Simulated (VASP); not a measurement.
# Se (P3_121) in VASP: notebook, part 3 of 4

VASP 6.6.1.

### 4 Phonons, r2SCAN

This run uses another cell than the first one, of 29.19 Å³/atom, 1.267 times its volume.

POSCAR

```
Se
1.0
    4.5018516350     -0.0000000000     -0.0000000000
   -2.2509258175      3.8987178799     -0.0000000000
    0.0000000000     -0.0000000000      4.9889604529
  Se
     3
Direct
     0.2173717700714102    0.0000000000000000    0.3333333332999970
     0.0000000000000000    0.2173717700714102    0.6666666667000030
     0.7826282299285897    0.7826282299285897    0.0000000000000000
```

INCAR.step1

```
SYSTEM = Se
PREC = Accurate
ENCUT = 600
EDIFF = 1E-8
ISMEAR = 0
SIGMA = 0.03
LREAL = .FALSE.
LASPH = .TRUE.
NELM = 80
ALGO = Normal
ISIF = 3
LWAVE = .FALSE.
LCHARG = .FALSE.
METAGGA = R2SCAN
LMIXTAU = .TRUE.
KPAR = 2
IBRION = 2
NSW = 40
EDIFFG = -0.002
```

INCAR.step2

```
SYSTEM = Se
PREC = Accurate
ENCUT = 600
EDIFF = 1E-8
ISMEAR = 0
SIGMA = 0.03
LREAL = .FALSE.
LASPH = .TRUE.
NELM = 80
ALGO = Normal
ISIF = 2
LWAVE = .FALSE.
LCHARG = .FALSE.
METAGGA = R2SCAN
LMIXTAU = .TRUE.
KPAR = 2
IBRION = 6
NFREE = 2
POTIM = 0.015
NSW = 1
```

KPOINTS

```
Automatic mesh
0
G
  9 9 6
  0 0 0
```

Potentials or basis: VASP PAW PBE potentials, release 64 (Se).

The run is started by

```bash
$ cat potpaw_PBE.64/Se/POTCAR > POTCAR
$ cp INCAR.step1 INCAR
$ mpirun -np 2 vasp_std > vasp.out
$ cp CONTCAR POSCAR
$ cp INCAR.step2 INCAR
$ mpirun -np 2 vasp_std > vasp.out
```

OUTCAR:

```text
SYSTEM = Se
   PREC = Accurate
   ENCUT = 600
   EDIFF = 1E-8
   ISMEAR = 0
   LREAL = .FALSE.
   LASPH = .TRUE.
   NELM = 80
   ISIF = 2
   METAGGA = R2SCAN
   IBRION = 6
   NFREE = 2
   POTIM = 0.015
   NSW = 1

 ion  position               nearest neighbor table
   1  0.217  0.000  0.333-   3 2.37   2 2.37
   2  0.000  0.217  0.667-   3 2.37   1 2.37
   3  0.783  0.783  0.000-   2 2.37   1 2.37

  LATTYP: Found a hexagonal cell.
 ALAT       =     4.5018516350
 C/A-ratio  =     1.1082018817

  Lattice vectors:

 A1 = (   4.5018516350,   0.0000000000,   0.0000000000)
 A2 = (  -2.2509258175,   3.8987178799,   0.0000000000)
 A3 = (   0.0000000000,   0.0000000000,   4.9889604529)

Analysis of symmetry for initial positions (statically):
=====================================================================
 Subroutine PRICEL returns:
 Original cell was already a primitive cell.

 Routine SETGRP: Setting up the symmetry group for a
 hexagonal supercell.

 Subroutine GETGRP returns: Found  6 space group operations
 (whereof  2 operations were pure point group operations)
 out of a pool of 24 trial point group operations.

The static configuration has the point symmetry C_2 .
 The point group associated with its full space group is D_3 .

Analysis of symmetry for dynamics (positions and initial velocities):
=====================================================================
 Subroutine PRICEL returns:
 Original cell was already a primitive cell.

 Routine SETGRP: Setting up the symmetry group for a
 hexagonal supercell.

 Subroutine GETGRP returns: Found  6 space group operations
 (whereof  2 operations were pure point group operations)
 out of a pool of 24 trial point group operations.

The dynamic configuration has the point symmetry C_2 .
 The point group associated with its full space group is D_3 .

 Subroutine INISYM returns: Found  6 space group operations
 (whereof  2 operations are pure point group operations),
 and found     1 'primitive' translations

----------------------------------------------------------------------------------------

                                     Primitive cell

  volume of cell :      87.5635

  direct lattice vectors                    reciprocal lattice vectors
     4.501851635  0.000000000  0.000000000     0.222130821  0.128247289  0.000000000
    -2.250925818  3.898717880  0.000000000     0.000000000  0.256494579  0.000000000
     0.000000000  0.000000000  4.988960453     0.000000000  0.000000000  0.200442559

  length of vectors
     4.501851635  4.501851635  4.988960453     0.256494579  0.256494579  0.200442559

  position of ions in fractional coordinates (direct lattice)
     0.217371770  0.000000000  0.333333333
     0.000000000  0.217371770  0.666666667
     0.782628230  0.782628230  0.000000000

[... 116 lines left out ...]
--------------------------------------- Ionic step        1  -------------------------------------------

 number of electron      18.0000000 magnetization

 Free energy of the ion-electron system (eV)
  ---------------------------------------------------
  ext. energy  EPLUGINS =         0.00000000
  ---------------------------------------------------
  free energy    TOTEN  =       -42.92987069 eV

  energy without entropy =      -42.92987069  energy(sigma->0) =      -42.92987069

------------------------ aborting loop because EDIFF is reached ----------------------------------------

  FORCE on cell =-STRESS in cart. coord.  units (eV):
  Direction    XX          YY          ZZ          XY          YZ          ZX
  --------------------------------------------------------------------------------------
  -------------------------------------------------------------------------------------
  Total       -0.0003653     -0.0003653      0.0051029      0.0000000      0.0000000     -0.0000000
  in kB       -0.0066832     -0.0066832      0.0933685      0.0000000      0.0000000     -0.0000000
  external PRESSURE =       0.0266674 kB  Pullay stress =       0.0000000 kB
[... 209 lines left out ...]
--------------------------------------- Ionic step        7  -------------------------------------------

 number of electron      18.0000000 magnetization

 Free energy of the ion-electron system (eV)
  ---------------------------------------------------
  ext. energy  EPLUGINS =         0.00000000
  ---------------------------------------------------
  free energy    TOTEN  =       -42.92887834 eV

  energy without entropy =      -42.92887834  energy(sigma->0) =      -42.92887834

 E-fermi :   1.8900     XC(G=0):  -8.9287

 val. band max:        1.7672015285   @ k =  -0.5556   0.4444   0.5000
 cond. band min:       3.0785501657   @ k =   0.3333   0.3333   0.5000
 fundamental gap:      1.3113486372
 Fermi energy:         1.8899869169

 k-point     1 :       0.0000    0.0000    0.0000
  band No.  band energies     occupation
      1     -14.4806      2.00000
      2     -10.3017      2.00000
      3     -10.2448      2.00000
      4      -2.2253      2.00000
      5      -2.2217      2.00000
      6      -1.9002      2.00000
      7      -0.3212      2.00000
      8      -0.2944      2.00000
      9       1.3629      2.00000
     10       3.9796      0.00000
     11       4.0397      0.00000
     12       4.3387      0.00000
     13       8.2339      0.00000
[... 354 lines left out ...]
  band No.  band energies     occupation
      1     -14.1255      2.00000
      2     -11.3741      2.00000
      3      -9.4748      2.00000
      4      -3.1538      2.00000
      5      -2.9641      2.00000
      6      -1.6256      2.00000
      7      -0.4463      2.00000
      8       0.2009      2.00000
      9       1.0846      2.00000
     10       3.8775      0.00000
     11       4.3630      0.00000
     12       4.8393      0.00000
     13       8.2510      0.00000

 [... further k-points ...]
[... 5 lines left out ...]
  --------------------------------------------------------------------------------------
  -------------------------------------------------------------------------------------
  Total        0.0035253      0.0011888      0.0085418      0.0587193      0.0017405      0.1728123
  in kB        0.0645040      0.0217522      0.1562921      1.0744057      0.0318456      3.1620019
  external PRESSURE =       0.0808494 kB  Pullay stress =       0.0000000 kB
[... 18 lines left out ...]
  FREE ENERGIE OF THE ION-ELECTRON SYSTEM (eV)
  ---------------------------------------------------
  free  energy   TOTEN  =       -42.9288783410 eV

  energy  without entropy=      -42.9288783410  energy(sigma->0) =      -42.92887834

 INTERNAL STRAIN TENSORS FROM DISPLACED ATOMS
 ============================================

 INTERNAL STRAIN TENSOR FOR ION    1 for displacements in x,y,z  (eV/Angst):
          X           Y           Z          XY          YZ          ZX
  --------------------------------------------------------------------------------
  x   -12.85752    -6.53700   -11.62637     0.00000    -3.95881     0.00000
  y     0.00000    -0.00000     0.00000    -3.16105     0.00000    -3.95770
  z     0.00000     0.00000     0.00000    -3.91170     0.00000   -11.51728

 INTERNAL STRAIN TENSOR FOR ION    3 for displacements in x,y,z  (eV/Angst):
          X           Y           Z          XY          YZ          ZX
  --------------------------------------------------------------------------------
  x     6.42935     3.26791     5.81318     2.73720     1.97858     3.42795
  y     5.66087    11.13528    10.06873     1.57993    -3.42795     1.97968
  z     3.38763    -3.38763     0.00000     1.95585     9.97426     5.75864

 Eigenvectors and eigenvalues of the dynamical matrix
 ----------------------------------------------------

   1 f  =    7.379538 THz    46.367005 2PiTHz  246.154894 cm-1    30.519304 meV
             X         Y         Z           dx          dy          dz
      0.978575  0.000000  1.662987     0.577350    0.000000   -0.000000
     -0.489288  0.847471  3.325974    -0.288675    0.500000    0.000000
      1.761638  3.051247  0.000000    -0.288675   -0.500000   -0.000000
[... 43 lines left out ...]
   9 f/i=    0.002004 THz     0.012593 2PiTHz    0.066854 cm-1     0.008289 meV
             X         Y         Z           dx          dy          dz
      0.978575  0.000000  1.662987    -0.000000    0.000419    0.577350
     -0.489288  0.847471  3.325974    -0.000363   -0.000209    0.577350
      1.761638  3.051247  0.000000     0.000363   -0.000209    0.577350

 ELASTIC MODULI CONTR FROM IONIC RELAXATION (kBar)
 Direction    XX          YY          ZZ          XY          YZ          ZX
 --------------------------------------------------------------------------------
 XX        -374.8118   -211.9650   -351.7531      0.0000   -127.9153     -0.0000
 YY        -211.9650   -374.8118   -351.7531     -0.0000    127.9153      0.0000
 ZZ        -351.7531   -351.7531   -421.7285      0.0000     -0.0000      0.0000
 XY          -0.0000      0.0000      0.0000    -81.4234     -0.0000   -127.9153
 YZ        -127.9153    127.9153     -0.0000     -0.0000   -298.9922      0.0000
 ZX          -0.0000      0.0000      0.0000   -127.9153     -0.0000   -298.9920
 --------------------------------------------------------------------------------
```

Run time: 17 min. Hardware: 2 MPI ranks of Intel Xeon 6975P-C (Granite Rapids), shared host; peak memory 0.59 GiB.

What came out:

* Highest phonon frequency at Γ: 246 cm⁻¹

Phonon frequencies in cm⁻¹ (negative: imaginary):
```
              q point                   frequencies
(0.000, 0.000, 0.000)  0 0 0 92 137 137 228 228 246
```

Caveat: the PAW data sets were made with another functional, which shifts forces and pressure a little.

(Part 3 of 4 ends here.)
